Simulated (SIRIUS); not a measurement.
# ZrB2 (P6/mmm) in SIRIUS: notebook, part 4 of 4

SIRIUS 7.12.0. Earlier steps stand in the parts before.

### 8 Equation of state, PBEsol, 10.86 Å³/atom (volume scaled by 1.06)

The input, sirius.json:

```json
{
  "control": {
    "processing_unit": "cpu",
    "std_evp_solver_name": "lapack",
    "gen_evp_solver_name": "lapack",
    "verbosity": 2,
    "print_forces": false,
    "ortho_rf": true,
    "use_second_variation": true,
    "rmt_max": 3.0,
    "num_bands_to_print": 24,
    "save_wf": true
  },
  "parameters": {
    "electronic_structure_method": "full_potential_lapwlo",
    "xc_functionals": ["XC_GGA_X_PBE_SOL", "XC_GGA_C_PBE_SOL"],
    "core_relativity": "dirac",
    "valence_relativity": "iora",
    "num_fv_states": 24,
    "smearing": "fermi_dirac",
    "smearing_width": 0.0018374661,
    "pw_cutoff": 20,
    "gk_cutoff": 3.92,
    "lmax_apw": 11,
    "lmax_rho": 8,
    "lmax_pot": 8,
    "num_mag_dims": 0,
    "auto_rmt": 0,
    "ngridk": [10, 10, 8],
    "shiftk": [0, 0, 0],
    "num_dft_iter": 80,
    "energy_tol": 1e-07,
    "density_tol": 1e-05,
    "use_symmetry": true
  },
  "settings": {"tol_ne": 1e-10},
  "iterative_solver": {"type": "exact"},
  "mixer": {"type": "anderson", "beta": 0.5, "max_history": 8},
  "unit_cell": {
    "lattice_vectors": [[6.1079210905, 0.0, 0.0], [-3.0539605452, 5.2896148287, 0.0], [0.0, 0.0, 6.8073454929]],
    "atom_types": ["B", "Zr"],
    "atom_files": {"B": "B.json", "Zr": "Zr.json"},
    "atoms": {"B": [[0.6666666667, 0.3333333333, 0.5], [0.3333333333, 0.6666666667, 0.5]], "Zr": [[0.0, 0.0, 0.0]]}
  }
}
```

The input, B.json:

```json
{
  "name": "boron",
  "symbol": "B",
  "number": 5,
  "mass": 10.811,
  "rmin": 1e-06,
  "rmt": 1.66,
  "nrmt": 800,
  "rinf": 17.81,
  "core": "1s",
  "valence": [
    {"basis": [{"enu": 0.22, "dme": 0, "n": 0, "auto": 0}, {"enu": 0.22, "dme": 1, "n": 0, "auto": 0}]},
    {"l": 0, "n": 1, "basis": [{"enu": 0.2659, "dme": 0, "n": 0, "auto": 0}]},
    {"l": 1, "n": 2, "basis": [{"enu": 0.32, "dme": 0, "n": 0, "auto": 0}]},
    {"l": 2, "n": 3, "basis": [{"enu": 0.32, "dme": 0, "n": 0, "auto": 0}]},
    {"l": 3, "n": 4, "basis": [{"enu": 0.32, "dme": 0, "n": 0, "auto": 0}]}
  ],
  "lo": [
    {
      "l": 0,
      "basis": [{"enu": 0.2659, "dme": 0, "n": 0, "auto": 0}, {"enu": 0.2659, "dme": 1, "n": 0, "auto": 0}]
    },
    {
      "l": 0,
      "basis": [{"enu": 0.2659, "dme": 1, "n": 0, "auto": 0}, {"enu": 0.2659, "dme": 2, "n": 0, "auto": 0}]
    },
    {
      "l": 0,
      "basis": [{"enu": 0.2659, "dme": 0, "n": 0, "auto": 0}, {"enu": 4.6207, "dme": 0, "n": 0, "auto": 0}]
    },
    {"l": 1, "basis": [{"enu": 0.32, "dme": 0, "n": 0, "auto": 0}, {"enu": 0.32, "dme": 1, "n": 0, "auto": 0}]},
    {"l": 1, "basis": [{"enu": 0.32, "dme": 1, "n": 0, "auto": 0}, {"enu": 0.32, "dme": 2, "n": 0, "auto": 0}]},
    {"l": 1, "basis": [{"enu": 0.32, "dme": 0, "n": 0, "auto": 0}, {"enu": 5.328, "dme": 0, "n": 0, "auto": 0}]},
    {"l": 2, "basis": [{"enu": 0.32, "dme": 0, "n": 0, "auto": 0}, {"enu": 0.32, "dme": 1, "n": 0, "auto": 0}]},
    {"l": 2, "basis": [{"enu": 0.32, "dme": 1, "n": 0, "auto": 0}, {"enu": 0.32, "dme": 2, "n": 0, "auto": 0}]},
    {"l": 2, "basis": [{"enu": 0.32, "dme": 0, "n": 0, "auto": 0}, {"enu": 5.9812, "dme": 0, "n": 0, "auto": 0}]},
    {"l": 3, "basis": [{"enu": 0.32, "dme": 0, "n": 0, "auto": 0}, {"enu": 0.32, "dme": 1, "n": 0, "auto": 0}]}
  ],
  "free_atom": [... radial grid and density of the free atom, the start of the SCF ...]
}
```

The input, Zr.json:

```json
{
  "name": "zirconium",
  "symbol": "Zr",
  "number": 40,
  "mass": 91.224,
  "rmin": 1e-06,
  "rmt": 2.43,
  "nrmt": 800,
  "rinf": 17.42,
  "core": "1s2s2p3s3p",
  "valence": [
    {"basis": [{"enu": 0.22, "dme": 0, "n": 0, "auto": 0}, {"enu": 0.22, "dme": 1, "n": 0, "auto": 0}]},
    {"l": 0, "n": 1, "basis": [{"enu": 0.32, "dme": 0, "n": 0, "auto": 0}]},
    {"l": 1, "n": 2, "basis": [{"enu": 0.32, "dme": 0, "n": 0, "auto": 0}]},
    {"l": 2, "n": 3, "basis": [{"enu": 0.32, "dme": 0, "n": 0, "auto": 0}]},
    {"l": 3, "n": 4, "basis": [{"enu": 0.32, "dme": 0, "n": 0, "auto": 0}]}
  ],
  "lo": [
    {"l": 0, "basis": [{"enu": 0.32, "dme": 0, "n": 0, "auto": 0}, {"enu": 0.32, "dme": 1, "n": 0, "auto": 0}]},
    {
      "l": 0,
      "basis": [{"enu": -1.5412, "dme": 0, "n": 4, "auto": 1}, {"enu": -1.5412, "dme": 1, "n": 4, "auto": 1}]
    },
    {
      "l": 0,
      "basis": [{"enu": -1.5412, "dme": 1, "n": 4, "auto": 1}, {"enu": 0.32, "dme": 0, "n": 0, "auto": 0}]
    },
    {"l": 0, "basis": [{"enu": 0.32, "dme": 0, "n": 0, "auto": 0}, {"enu": 3.0296, "dme": 0, "n": 0, "auto": 0}]},
    {"l": 1, "basis": [{"enu": 0.32, "dme": 0, "n": 0, "auto": 0}, {"enu": 0.32, "dme": 1, "n": 0, "auto": 0}]},
    {
      "l": 1,
      "basis": [{"enu": -0.7359, "dme": 0, "n": 4, "auto": 1}, {"enu": -0.7359, "dme": 1, "n": 4, "auto": 1}]
    },
    {
      "l": 1,
      "basis": [{"enu": -0.7359, "dme": 1, "n": 4, "auto": 1}, {"enu": 0.32, "dme": 0, "n": 0, "auto": 0}]
    },
    {"l": 1, "basis": [{"enu": 0.32, "dme": 0, "n": 0, "auto": 0}, {"enu": 3.4361, "dme": 0, "n": 0, "auto": 0}]},
    {"l": 2, "basis": [{"enu": 0.32, "dme": 0, "n": 0, "auto": 0}, {"enu": 0.32, "dme": 1, "n": 0, "auto": 0}]},
    {"l": 2, "basis": [{"enu": 0.32, "dme": 1, "n": 0, "auto": 0}, {"enu": 0.32, "dme": 2, "n": 0, "auto": 0}]},
    {
      "l": 2,
      "basis": [{"enu": -5.9726, "dme": 0, "n": 3, "auto": 1}, {"enu": -5.9726, "dme": 1, "n": 3, "auto": 1}]
    },
    {"l": 2, "basis": [{"enu": 0.32, "dme": 0, "n": 0, "auto": 0}, {"enu": 2.9619, "dme": 0, "n": 0, "auto": 0}]},
    {"l": 3, "basis": [{"enu": 0.32, "dme": 0, "n": 0, "auto": 0}, {"enu": 0.32, "dme": 1, "n": 0, "auto": 0}]},
    {"l": 3, "basis": [{"enu": 0.32, "dme": 0, "n": 0, "auto": 0}, {"enu": 3.2667, "dme": 0, "n": 0, "auto": 0}]}
  ],
  "free_atom": [... radial grid and density of the free atom, the start of the SCF ...]
}
```

The input, sirius_start.json:

```json
{
  "control": {
    "processing_unit": "cpu",
    "std_evp_solver_name": "lapack",
    "gen_evp_solver_name": "lapack",
    "verbosity": 1,
    "print_forces": false,
    "ortho_rf": true,
    "use_second_variation": true,
    "rmt_max": 3.0,
    "num_bands_to_print": 24,
    "save_wf": false
  },
  "parameters": {
    "electronic_structure_method": "full_potential_lapwlo",
    "xc_functionals": ["XC_LDA_X", "XC_LDA_C_PW"],
    "core_relativity": "dirac",
    "valence_relativity": "iora",
    "num_fv_states": 24,
    "smearing": "fermi_dirac",
    "smearing_width": 0.0055123983,
    "pw_cutoff": 20,
    "gk_cutoff": 3.13,
    "lmax_apw": 11,
    "lmax_rho": 8,
    "lmax_pot": 8,
    "num_mag_dims": 0,
    "auto_rmt": 0,
    "ngridk": [4, 4, 3],
    "shiftk": [0, 0, 0],
    "num_dft_iter": 30,
    "energy_tol": 0.01,
    "density_tol": 0.05,
    "use_symmetry": true
  },
  "settings": {"tol_ne": 1e-10},
  "iterative_solver": {"type": "exact"},
  "mixer": {"type": "anderson", "beta": 0.5, "max_history": 8},
  "unit_cell": {
    "lattice_vectors": [[6.1079210905, 0.0, 0.0], [-3.0539605452, 5.2896148287, 0.0], [0.0, 0.0, 6.8073454929]],
    "atom_types": ["B", "Zr"],
    "atom_files": {"B": "B.json", "Zr": "Zr.json"},
    "atoms": {"B": [[0.6666666667, 0.3333333333, 0.5], [0.3333333333, 0.6666666667, 0.5]], "Zr": [[0.0, 0.0, 0.0]]}
  }
}
```

The run is started by

```bash
> OMP_NUM_THREADS=1 sirius.scf --input=sirius_start.json --output=start.json
> OMP_NUM_THREADS=1 sirius.scf --input=sirius.json --output=output.json --task=1
```

Wall time 94 s (1 thread of Arm Neoverse V1, shared host); peak memory 0.62 GiB.

It converged, with:

| Quantity | Value |
| --- | --- |
| Free energy | -99233.3718 eV |
| Band gap on the k mesh | none (metal or under the smearing width) |
| All electrons inside the program's atomic spheres | Zr 37.64; B 3.63 (radii B 1.66, Zr 2.43 bohr) |

### 9 Equation of state, PBEsol

Potentials or basis: all-electron FP-LAPW, apw+lo standard.

No new run: the results of the series are fitted here.

What came out:

```
Equilibrium volume                        : 10.08 Å³/atom
Bulk modulus at fixed shape and positions : 251 GPa
Pressure derivative of the bulk modulus   : 3.8
```

Energy against volume, from the lowest point:
```csv
volume (Å³/atom),energy (meV/atom)
9.634,16.50
9.839,4.57
10.044,0.00
10.249,2.08
10.454,10.11
10.659,23.67
10.864,42.16
```

Caveat: the cell was scaled at fixed shape and fractional positions, which overstates the stiffness of a crystal with free parameters, most of all of layers and chains.
